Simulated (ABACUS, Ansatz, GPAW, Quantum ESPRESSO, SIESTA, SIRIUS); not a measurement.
# The bulk modulus of PbS, sorted by core time

```
CELL_PARAMETERS angstrom
0.00000 2.96575 2.96575
2.96575 0.00000 2.96575
2.96575 2.96575 0.00000
ATOMIC_POSITIONS crystal
Pb 0.00000 0.00000 0.00000
S 0.50000 0.50000 0.50000
```

```tsv
rung	level	program and potentials	cutoff (eV)	k mesh	smearing	core time	chip	bulk modulus (GPa)	miss	notes
LDA	LDA	GPAW, the program's PAW data sets (release 1.2.1) made for this functional	600	6 × 6 × 6	fermi-dirac 0.05	25 s	AMD EPYC 9R45 Zen 5	(a)	?	-
GGA + dispersion	BP86+D3(zero damping)	GPAW, PAW data sets generated for this functional	600	6 × 6 × 6	fermi-dirac 0.05	29 s	AMD EPYC 9R45 Zen 5	51.0	+0.0 %	-
GGA + dispersion	PBE+D3(zero damping)	GPAW, GPAW PAW data sets (gpaw-data 1.2.1)	600	6 × 6 × 6	fermi-dirac 0.05	80 s	Intel Xeon Platinum 8488C Sapphire Rapids	52.4	+2.7 %	-
GGA	PBEsol	Ansatz, all-electron LAPW, scalar-relativistic	-	8 × 8 × 8	fermi-dirac 0.05	91 s	Arm Neoverse N1	59.1	+15.9 %	-
LDA	LDA	SIESTA, files PseudoDojo sr-lda-0.4.1-standard, DZP (energy shift 0.003 Ry; two zetas on semicore shells)	-	8 × 8 × 8	fermi-dirac 0.05	2.6 min	Intel Xeon 6975P-C Granite Rapids	63.4	+24.3 %	atomic basis
GGA	PBE	ABACUS, PseudoDojo NC SR 0.4.1 PBE standard, plane waves	857	8 × 8 × 8	fermi-dirac 0.05	3.2 min	Intel Xeon Platinum 8559C Emerald Rapids	(b)	?	-
GGA	PBEsol	GPAW, PAW data sets generated for this functional	600	8 × 8 × 8	fermi-dirac 0.05	3.3 min	Arm Neoverse N1	58.9	+15.5 %	-
GGA + dispersion	BP86+D3(BJ)	Quantum ESPRESSO, PseudoDojo 0.4 SR PBE stringent	1225	8 × 8 × 8	fixed	4 min	AMD EPYC 7B13 Zen 3	64.5	+26.5 %	potentials made for PBE
GGA	PBEsol	SIRIUS, PseudoDojo 0.4.1 PBEsol standard (scalar relativistic)	765	8 × 8 × 8	fermi-dirac 0.05	7 min	Arm Neoverse N1	(c)	?	-
```

Times are single runs on shared hosts and different chips, so they are rough; meshes, cutoffs and the tasks' sizes weigh on the time. Task: equation of state. All rows: no spin polarisation. Smearing widths are in eV. The cell comes from a database and isn't always the measured one. Meshes differ between rows, which moves values too. Meshes are those of the run's cell of 2 atoms unless a note names another. Misses use the values as printed. Runs on faulty files, with rough fits or with known faults for this quantity aren't shown. No row holds spin-orbit coupling.

Measured: 51 GPa (arxiv:cond-mat/0210013). The runs are for a static lattice.

Problem. Estimate the values left out from the other rows.

Solution. (a) 60.7 GPa, miss +19.0 %; (b) 53.0 GPa, miss +3.9 %; (c) 59.3 GPa, miss +16.3 %.
